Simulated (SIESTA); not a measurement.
Crystal: CdGeAs2.

```
CELL_PARAMETERS angstrom
-2.98887 2.98887 5.66430
2.98887 -2.98887 5.66430
2.98887 2.98887 -5.66430
ATOMIC_POSITIONS crystal
Cd 0.50000 0.50000 0.00000
Cd 0.25000 0.75000 0.50000
As 0.09622 0.12500 0.47122
As 0.37500 0.90378 0.02878
As 0.65378 0.62500 0.52878
As 0.87500 0.34622 0.97122
Ge 0.75000 0.25000 0.50000
Ge 0.00000 0.00000 0.00000
```

The cell is a database's computed one.

Base run:

```yaml
Program: SIESTA 5.4.2
Functional: PBEsol
Potentials_or_basis: PseudoDojo 0.4 standard (PBEsol files)
Basis: DZP (energy shift 0.003 Ry; two zetas on semicore shells)
Grid_cutoff: 800 Ry
Energy_shift: 0.003 Ry
k_mesh: 6 × 6 × 6
Occupations: fermi-dirac, width 0.05 eV
Spin: no spin polarisation
```

Its results: band gap on the k mesh 0.20 eV, indirect (least direct gap 0.22 eV); pressure -0.1 GPa; largest force 0.419 eV/Å.

**Question.** The run is repeated on the same cell with these changes: functional from PBEsol to PBE; potentials or basis from PseudoDojo 0.4 standard (PBEsol files) to PseudoDojo 0.4 standard (PBE files). What comes out?

**Answer.** Band gap on the k mesh 0.20 eV, indirect (least direct gap 0.22 eV); pressure 2.9 GPa; largest force 0.389 eV/Å.

Caveats: the mesh misses the band edges, which the band path finds closer together; the basis of atomic orbitals isn't converged, which shifts pressures, moduli and gaps.

Not every run made on this cell is shown here.
